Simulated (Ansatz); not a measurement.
The calculation used Ansatz 0.2.0, DFT PBE, scalar-relativistic, plane waves, PAW. Settings: cutoff 420 eV, Γ-centred meshes spaced at most about 0.3 Å⁻¹, and about 0.25 Å⁻¹ or finer for metals (2π included), Gaussian smearing. Spin is collinear.

These are static total energies at zero pressure.

Two forms of AlO6 were relaxed alike.

A. (parallel moments up to 0.5 μB)

Space group P-3m1 (No. 164). a = 2.979 Å, b = 2.979 Å, c = 13.668 Å, α = 90.00°, β = 90.00°, γ = 120.00°
```csv
atom,site,symmetry,x,y,z
Al,1a,-3m.,0.0000,0.0000,0.0000
O,2d,3m.,0.3333,0.6667,0.6171
O,2d,3m.,0.3333,0.6667,0.7060
O,2d,3m.,0.6667,0.3333,0.9351
```

B. (parallel moments up to 0.6 μB)

Space group P4/mmm (No. 123). a = 3.641 Å, b = 3.641 Å, c = 8.856 Å, α = 90.00°, β = 90.00°, γ = 90.00°
```json
{"atom": "Al", "site": "1a", "symmetry": "4/mmm", "x": "0.0000", "y": "0.0000", "z": "0.0000"}
{"atom": "O", "site": "4i", "symmetry": "2mm.", "x": "0.0000", "y": "0.5000", "z": "0.9169"}
{"atom": "O", "site": "2h", "symmetry": "4mm", "x": "0.5000", "y": "0.5000", "z": "0.4312"}
```

Task: Which form is favoured at zero pressure, and by what margin per atom?

Result: A is lower, by 281 meV/atom. A has space group P-3m1 (No. 164), 15.0 Å³/atom and no gap on its mesh; B has space group P4/mmm (No. 123), 16.8 Å³/atom and no gap. Counting O atoms around Al (those within 1.25 times the shortest such distance or 1.15 times the sum of covalent radii), A has Al 6 and B has Al 8. A and B both hold O–O pairs. Both come from invented guesses.

No dispersion correction is applied, so the spacing and binding between layers, chains or molecules are poorly described (P-3m1, P4/mmm), and this can change margins and order among such cells. Another magnetic order may lie lower. Cells relaxed within their symmetry can be saddle points.
